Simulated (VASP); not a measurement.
Calculation: PBEsol GGA, VASP's PBE PAW potentials (set 64) (plane waves; VASP 6.6.1).

Input for VASP

File POSCAR:
```
CoPt
1
    2.6582788004    -0.0000000000     0.0000000000
    0.0000000000     2.6582788004     0.0000000000
   -0.0000000000    -0.0000000000     3.6541743280
Co Pt
1 1
Direct
  1.0000000000   1.0000000000   0.0000000000
  0.5000000000   0.5000000000   0.5000000000
```

INCAR:
```
ALGO=Normal
EDIFF=1E-6
EDIFFG=-0.01
ENCUT=400
GGA=PS
IBRION=2
ISIF=3
ISMEAR=1
ISPIN=2
LASPH=.TRUE.
LCHARG=.FALSE.
LMAXMIX=6
LORBIT=10
LREAL=.FALSE.
LWAVE=.FALSE.
MAGMOM=1.8 0.4
NELM=100
NSW=60
PREC=Accurate
SIGMA=0.1
SYSTEM=CoPt
```

### KPOINTS
```
K-points
0
gamma
  12 12 9
0 0 0
```

POTCAR, in this order: Co Pt (PBE.64 set). Program: vasp_std.

The resulting files:

OUTCAR:
```
 ion  position               nearest neighbor table
   1  0.000  0.000  0.000-   2 2.62   2 2.62   2 2.62   2 2.62   2 2.62   2 2.62   2 2.62   2 2.62
  LATTYP: Found a simple tetragonal cell.
 ALAT       =     2.6582788004
 C/A-ratio  =     1.3746392318
 Subroutine PRICEL returns:
 Original cell was already a primitive cell.
 Subroutine GETGRP returns: Found 16 space group operations
The static configuration has the point symmetry D_4h.
The dynamic configuration has the point symmetry D_4h.
The overall configuration has the point symmetry D_4h.
 Subroutine INISYM returns: Found 16 space group operations
 Subroutine IBZKPT returns following result:
 Found    140 irreducible k-points:

 Following reciprocal coordinates:
            Coordinates               Weight
  0.000000  0.000000  0.000000      1.000000
  0.083333  0.000000  0.000000      4.000000
  0.166667  0.000000  0.000000      4.000000
  0.250000  0.000000  0.000000      4.000000
  0.333333  0.000000  0.000000      4.000000
  0.416667  0.000000  0.000000      4.000000
  0.500000  0.000000  0.000000      2.000000
  0.083333  0.083333  0.000000      4.000000
...
```

File OSZICAR:
```
       N       E                     dE             d eps       ncg     rms          rms(c)
DAV:   1     0.825595617582E+02    0.82560E+02   -0.75370E+03  8196   0.123E+03
DAV:   2    -0.133406720543E+02   -0.95900E+02   -0.88857E+02  8170   0.255E+02
DAV:   3    -0.164682408059E+02   -0.31276E+01   -0.30364E+01  9262   0.563E+01
DAV:   4    -0.165072567525E+02   -0.39016E-01   -0.38993E-01  9282   0.548E+00
DAV:   5    -0.165083635870E+02   -0.11068E-02   -0.11068E-02  9706   0.100E+00    0.184E+01
DAV:   6    -0.180657912247E+02   -0.15574E+01   -0.16853E+01  8090   0.981E+01    0.228E+01
DAV:   7    -0.150221012496E+02    0.30437E+01   -0.11062E+01  9868   0.960E+01    0.910E+00
DAV:   8    -0.149346953597E+02    0.87406E-01   -0.52410E-01  9168   0.113E+01    0.420E+00
DAV:   9    -0.148475969247E+02    0.87098E-01   -0.16531E-01 10772   0.976E+00    0.970E-01
DAV:  10    -0.148468699463E+02    0.72698E-03   -0.15573E-02 10518   0.159E+00    0.483E-01
DAV:  11    -0.148462862014E+02    0.58374E-03   -0.18713E-03 10908   0.107E+00    0.222E-01
DAV:  12    -0.148460433198E+02    0.24288E-03   -0.23766E-04 11464   0.312E-01    0.790E-02
DAV:  13    -0.148460279939E+02    0.15326E-04   -0.30387E-05 10960   0.101E-01    0.328E-02
DAV:  14    -0.148460271579E+02    0.83601E-06   -0.20114E-05  9720   0.526E-02    0.136E-02
DAV:  15    -0.148460276768E+02   -0.51891E-06   -0.11645E-06  4686   0.219E-02
   1 F= -.14846028E+02 E0= -.14845990E+02  d E =-.148460E+02  mag=     2.2220
       N       E                     dE             d eps       ncg     rms          rms(c)
DAV:   1    -0.148464385584E+02   -0.41140E-03   -0.79942E-03  8158   0.124E+00    0.156E-01
DAV:   2    -0.148460807675E+02    0.35779E-03   -0.15004E-03  8828   0.759E-01    0.107E-01
DAV:   3    -0.148461570712E+02   -0.76304E-04   -0.90504E-04  9512   0.897E-01    0.180E-01
DAV:   4    -0.148459969747E+02    0.16010E-03   -0.24142E-04  9526   0.474E-01    0.414E-02
DAV:   5    -0.148459931501E+02    0.38246E-05   -0.85887E-06  9086   0.347E-02    0.230E-02
DAV:   6    -0.148459910804E+02    0.20696E-05   -0.21131E-06  6810   0.352E-02    0.306E-03
DAV:   7    -0.148459912008E+02   -0.12032E-06   -0.72712E-07  4142   0.111E-02
   2 F= -.14845991E+02 E0= -.14845962E+02  d E =0.364761E-04  mag=     2.2206
       N       E                     dE             d eps       ncg     rms          rms(c)
DAV:   1    -0.148463244012E+02   -0.33332E-03   -0.52449E-03  8158   0.101E+00    0.126E-01
DAV:   2    -0.148460874875E+02    0.23691E-03   -0.97733E-04  8810   0.609E-01    0.872E-02
DAV:   3    -0.148461400426E+02   -0.52555E-04   -0.59031E-04  9522   0.724E-01    0.146E-01
DAV:   4    -0.148460328128E+02    0.10723E-03   -0.16087E-04  9536   0.388E-01    0.339E-02
DAV:   5    -0.148460297332E+02    0.30796E-05   -0.57372E-06  8368   0.281E-02    0.189E-02
DAV:   6    -0.148460277481E+02    0.19851E-05   -0.13812E-06  5540   0.293E-02    0.256E-03
DAV:   7    -0.148460277986E+02   -0.50471E-07   -0.54340E-07  3992   0.103E-02
   3 F= -.14846028E+02 E0= -.14845992E+02  d E =-.121757E-06  mag=     2.2218
       N       E                     dE             d eps       ncg     rms          rms(c)
DAV:   1    -0.148460296796E+02   -0.19315E-05   -0.25474E-05  8314   0.705E-02    0.900E-03
DAV:   2    -0.148460284525E+02    0.12272E-05   -0.49673E-06  7924   0.440E-02    0.603E-03
DAV:   3    -0.148460286986E+02   -0.24610E-06   -0.29017E-06  5962   0.517E-02
   4 F= -.14846029E+02 E0= -.14845993E+02  d E =-.102171E-05  mag=     2.2219
       N       E                     dE             d eps       ncg     rms          rms(c)
DAV:   1    -0.148460313863E+02   -0.29338E-05   -0.50829E-05  8230   0.875E-02    0.141E-02
DAV:   2    -0.148460292879E+02    0.20983E-05   -0.12109E-05  8606   0.776E-02    0.126E-02
DAV:   3    -0.148460289276E+02    0.36036E-06   -0.77021E-06  8804   0.832E-02
   5 F= -.14846029E+02 E0= -.14845992E+02  d E =-.125072E-05  mag=     2.2221
       N       E                     dE             d eps       ncg     rms          rms(c)
DAV:   1    -0.148460284501E+02    0.83784E-06   -0.71985E-06  8080   0.312E-02    0.766E-03
DAV:   2    -0.148460284895E+02   -0.39389E-07   -0.34720E-06  7346   0.507E-02
   6 F= -.14846028E+02 E0= -.14845991E+02  d E =-.812628E-06  mag=     2.2221
       N       E                     dE             d eps       ncg     rms          rms(c)
DAV:   1    -0.148460279462E+02    0.50385E-06   -0.35677E-06  6268   0.370E-02    0.413E-03
DAV:   2    -0.148460281091E+02   -0.16285E-06   -0.12112E-06  3962   0.313E-02
   7 F= -.14846028E+02 E0= -.14845991E+02  d E =-.432241E-06  mag=     2.2221
       N       E                     dE             d eps       ncg     rms          rms(c)
DAV:   1    -0.148460279085E+02    0.37757E-07   -0.80142E-07  3956   0.256E-02    0.199E-03
DAV:   2    -0.148460279930E+02   -0.84528E-07   -0.45045E-07  3932   0.202E-02
   8 F= -.14846028E+02 E0= -.14845991E+02  d E =-.316158E-06  mag=     2.2220
       N       E                     dE             d eps       ncg     rms          rms(c)
DAV:   1    -0.148460279071E+02    0.13745E-08   -0.28992E-07  3938   0.152E-02    0.807E-04
DAV:   2    -0.148460279169E+02   -0.98466E-08   -0.84852E-08  3926   0.705E-03
   9 F= -.14846028E+02 E0= -.14845991E+02  d E =-.240102E-06  mag=     2.2220
```

### OUTCAR
```
------------------------ aborting loop because EDIFF is reached ----------------------------------------
  FORCE on cell =-STRESS in cart. coord.  units (eV):
  Direction    XX          YY          ZZ          XY          YZ          ZX
  --------------------------------------------------------------------------------------
  Total        0.0003416      0.0003416     -0.0190096      0.0000000      0.0000000     -0.0000000
  in kB        0.0211951      0.0211951     -1.1795731      0.0000000      0.0000000     -0.0000000
  external PRESSURE =      -0.3790610 kB  Pullay stress =       0.0000000 kB
  volume of cell :       25.82
      direct lattice vectors                 reciprocal lattice vectors
     2.658235498  0.000000000 -0.000000000     0.376189394  0.000000000  0.000000000
     0.000000000  2.658235498  0.000000000     0.000000000  0.376189394  0.000000000
    -0.000000000  0.000000000  3.654035492     0.000000000  0.000000000  0.273670029
 POSITION                                       TOTAL-FORCE (eV/Angst)
 -----------------------------------------------------------------------------------
      0.00000      0.00000      0.00000         0.000000      0.000000      0.000000
      1.32912      1.32912      1.82702        -0.000000      0.000000      0.000000
 -----------------------------------------------------------------------------------
    total drift:                                0.000000     -0.000000     -0.000000
  FREE ENERGIE OF THE ION-ELECTRON SYSTEM (eV)
  ---------------------------------------------------
  free  energy   TOTEN  =       -14.8460279169 eV

  energy  without entropy=      -14.8459171092  energy(sigma->0) =      -14.84599098

 total charge

# of ion       s       p       d       tot
------------------------------------------
    1        0.427   0.475   7.228   8.130
    2        0.726   0.713   8.054   9.492
--------------------------------------------------
tot          1.152   1.188  15.282  17.622

 magnetization (x)

# of ion       s       p       d       tot
------------------------------------------
    1       -0.001  -0.011   1.852   1.839
    2       -0.013  -0.048   0.446   0.385
--------------------------------------------------
tot         -0.014  -0.059   2.297   2.225

 reached required accuracy - stopping structural energy minimisation
```
(Selected blocks of OUTCAR.)

### CONTCAR
```
CoPt
   1.00000000000000
     2.6582354978022842    0.0000000000000000   -0.0000000000000000
     0.0000000000000000    2.6582354978022842    0.0000000000000000
    -0.0000000000000000    0.0000000000000000    3.6540354915916322
  Co              Pt
     1     1
Direct
     0.0000000000000000    0.0000000000000000    0.0000000000000000
     0.5000000000000000    0.5000000000000000    0.5000000000000000
```

OUTCAR:
```
 val. band max:       10.9588727946   @ k =   0.2500   0.0000   0.0000

 cond. band min:      10.9605623070   @ k =   0.5000   0.0833   0.0000


 Fermi energy:        10.9604876187

 spin component 1

 k-point     1 :       0.0000    0.0000    0.0000
  band No.  band energies     occupation
      1       0.8659      1.00000
      2       4.3292      1.00000
      3       4.3427      1.00000
      4       7.4941      1.00000
      5       7.4941      1.00000
      6       7.9966      1.00000
      7       9.0034      1.00000
      8       9.3289      1.00000
      9      10.5571      1.00000
     10      10.6524      1.00006
     11      10.6524      1.00006
     12      13.2056      0.00000
     13      21.2185      0.00000
     14      23.1220      0.00000

 k-point     2 :       0.0833    0.0000    0.0000
  band No.  band energies     occupation
      1       1.0586      1.00000
      2       4.4072      1.00000
      3       4.5066      1.00000
      4       7.4017      1.00000
      5       7.5487      1.00000
      6       8.0446      1.00000
      7       8.9559      1.00000
      8       9.3261      1.00000
      9      10.0529      1.00000
     10      10.3777      1.00000
     11      10.6036      1.00000
     12      13.9931      0.00000
     13      21.0017      0.00000
     14      22.2611      0.00000

 k-point     3 :       0.1667    0.0000    0.0000
  band No.  band energies     occupation
      1       1.6042      1.00000
      2       4.6149      1.00000
      3       4.9900      1.00000
      4       7.1286      1.00000
      5       7.7087      1.00000
      6       8.1527      1.00000
      7       8.8247      1.00000
      8       9.1142      1.00000
      9       9.3532      1.00000
     10       9.9267      1.00000
     11      10.4594      1.00000
     12      15.5144      0.00000
     13      19.5583      0.00000
     14      21.5226      0.00000

...
```

Unless said otherwise, spin-orbit coupling is left out, though it shifts the bands of the heavy elements here.

The compound is CoPt in the L1_0 structure. This run relaxes it. Symmetry was kept, so distortions that lower it aren't found. The start is the result of an earlier pass.
